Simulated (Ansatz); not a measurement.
**TiC: a tetragonal deformation path**

The task, for TiC: look for other minima along a tetragonal path.

Method: DFT PBE, scalar-relativistic, plane waves, PAW, in Ansatz 0.2.0.

## 1. The starting structure

The structure is cubic, space group Fm-3m (No. 225). Conventional cell: a = 4.328 Å, b = 4.328 Å, c = 4.328 Å, α = 90.00°, β = 90.00°, γ = 90.00°. Ti (site symmetry m-3m) has 6 C at 2.16 Å in its first shell of neighbours. Around C (site symmetry m-3m) lie 6 Ti at 2.16 Å.

Coordinates:

```
Ti C
1.0
     0.00000    2.16400    2.16400
     2.16400    0.00000    2.16400
     2.16400    2.16400    0.00000
Ti C
1 1
Direct
  0.00000 0.00000 0.00000
  0.50000 0.50000 0.50000
```

No relaxation comes first: the listed cell is the starting point.

## 2. Zero of the scan

Contents of input.yaml:

```yaml
crystal:
  lattice:
    - [0.0, 2.164, 2.164]
    - [2.164, 0.0, 2.164]
    - [2.164, 2.164, 0.0]
  atoms:
    - { symbol: Ti, position: [0.0, 0.0, 0.0] }
    - { symbol: C, position: [0.5, 0.5, 0.5] }
basis:
  ecutwfc: 420
kpoints:
  mp_grid: { grid: [20, 20, 20] }
hamiltonian:
  xc: pbe
scf:
  occupations: { method: gaussian, width: 0.15 }
output:
  forces: true
  stress: true
  eigenvalues: true
```

Launch:

```sh
ansatz run input.yaml --threads 1 --pin off --max-ram 2560MiB --backend cpu --events-out ev --progress --plain --runs-dir out
```

The session goes on with these runs: ρ = 0.707; At ρ = 1.414; At ρ = 0.850; point ρ = 1.200; At ρ = 0.780; ρ = 1.300; At ρ = 0.920; ρ = 1.100; At ρ = 0.650; ρ = 1.500; ρ = 0.960; point ρ = 1.050.

Q: Predict the outcome of this session. Wanted: highest point.

The runs gave:

| quantity | value |
| --- | --- |
| highest point | 2484.9 meV/atom at ρ = 0.650 |

In words: No sampled point lies below the undisturbed cell. No sampled point inside the path is a dip, apart from those named.
